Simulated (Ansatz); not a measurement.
**Is this C structure a true minimum?**

The cell was found from a structure generator's guess, not taken from experiment.

Level of theory: Ansatz 0.2.0, DFT PBE, scalar-relativistic, plane waves, PAW. Cutoff 420 eV; k points 9×9×10 on the computed 6-atom cell (Γ-centred); Gaussian smearing, width 0.02 eV; no spin polarisation.

The cell below (6 atoms, space group P6_3/mmc (No. 194)) is relaxed within its symmetry.

```cif
data_structure
_symmetry_space_group_name_H-M 'P 1'
_symmetry_Int_Tables_number 1
_cell_length_a 4.4568
_cell_length_b 4.4568
_cell_length_c 2.5299
_cell_angle_alpha 90.000
_cell_angle_beta 90.000
_cell_angle_gamma 120.000
_cell_volume 43.52
loop_
_atom_site_label
_atom_site_type_symbol
_atom_site_fract_x
_atom_site_fract_y
_atom_site_fract_z
_atom_site_occupancy
C1 C 0.89579 0.44789 0.25000 1
C2 C 0.44789 0.89579 0.75000 1
C3 C 0.44789 0.55211 0.75000 1
C4 C 0.10421 0.55211 0.75000 1
C5 C 0.55211 0.44789 0.25000 1
C6 C 0.55211 0.10421 0.25000 1
```

For the test a repeat of it with 12 atoms (edges 2.53, 4.46, 7.72 Å) was strained at random (σ = 1.5 % a component), the atoms were moved at random (σ = 0.10 Å), and all was relaxed again on a coarse 6×4×2 mesh (in the run’s order of axes) with 0.10 eV smearing, with no symmetry imposed.

Question: Does it come back?

Answer: It returns, within 1 meV/atom of the unmoved cell on that mesh and with the same symmetry when read at 0.1 Å. So it is stable against the distortions that fit this cell and that this random move excites. Modes that don't fit the cell aren't tested.
